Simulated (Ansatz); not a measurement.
Input of an Ansatz 0.2.0 run:

File input.yaml:

```yaml
crystal:
  lattice:
    - [5.5822227355, 0.0, 0.0]
    - [-2.7911113678, 4.8343466985, 0.0]
    - [0.0, 0.0, 6.08246788]
  atoms:
    - { symbol: Ti, position: [0.46693675, 0.0, 0.3333333333] }
    - { symbol: Ti, position: [0.0, 0.46693675, 0.6666666667] }
    - { symbol: Ti, position: [0.53306325, 0.53306325, 0.0] }
    - { symbol: O, position: [0.58106572, 0.85143318, 0.1206639333] }
    - { symbol: O, position: [0.72963254, 0.14856682, 0.5460027333] }
    - { symbol: O, position: [0.27036746, 0.41893428, 0.7873306] }
    - { symbol: O, position: [0.85143318, 0.58106572, 0.8793360667] }
    - { symbol: O, position: [0.14856682, 0.72963254, 0.4539972667] }
    - { symbol: O, position: [0.41893428, 0.27036746, 0.2126694] }
hamiltonian:
  xc: pbesol
  pseudopotentials: { kind: paw }
  dispersion: d3bj
kpoints:
  mp_grid: { grid: [6, 6, 5] }
scf:
  occupations: { method: fermi_dirac, width: 0.05 }
output:
  forces: true
  stress: true
  eigenvalues: true
  write_density: true
  write_potential: true
  elf: true
  volumetric_format: npy
relax:
  f_tol: 0.01
  max_steps: 40
  cell: { stress_tol: 0.05 }
```

Potentials or basis: Ansatz PAW.

The run is started by

```console
$ ansatz run input.yaml --threads 4 --pin off --max-ram 11264MiB --backend cpu --events-out ev --progress --plain --runs-dir out
```

Predict the relaxed volume.

16.28 Å³/atom.

Estimate the band gap on the k mesh.

3.70 eV, indirect (least direct gap 3.79 eV).

Final structure:
```cif
data_structure
_symmetry_space_group_name_H-M 'P 1'
_symmetry_Int_Tables_number 1
_cell_length_a 5.3755
_cell_length_b 5.3755
_cell_length_c 5.8540
_cell_angle_alpha 90.000
_cell_angle_beta 90.000
_cell_angle_gamma 120.000
_cell_volume 146.49
loop_
_atom_site_label
_atom_site_type_symbol
_atom_site_fract_x
_atom_site_fract_y
_atom_site_fract_z
_atom_site_occupancy
Ti1 Ti 0.45106 0.00000 0.33333 1
Ti2 Ti 0.00000 0.45106 0.66667 1
Ti3 Ti 0.54894 0.54894 0.00000 1
O1 O 0.58987 0.88482 0.10039 1
O2 O 0.70505 0.11518 0.56628 1
O3 O 0.29495 0.41013 0.76705 1
O4 O 0.88482 0.58987 0.89961 1
O5 O 0.11518 0.70505 0.43372 1
O6 O 0.41013 0.29495 0.23295 1
```

Caveat: odd divisions of the mesh miss points on the zone boundary, where band edges often lie, so the gap on the mesh can be too wide; the plane-wave basis is chosen anew once the cell has moved, so the energies of steps on either side of that aren't comparable; the pressure holds a Pulay correction of +0.5 GPa for the finite cutoff; the PAW data sets come from PBE, with cores solved anew for the run's functional, which leaves a small shift of forces and pressure. PBEsol gaps usually lie below the measured ones, often by a third to a half.
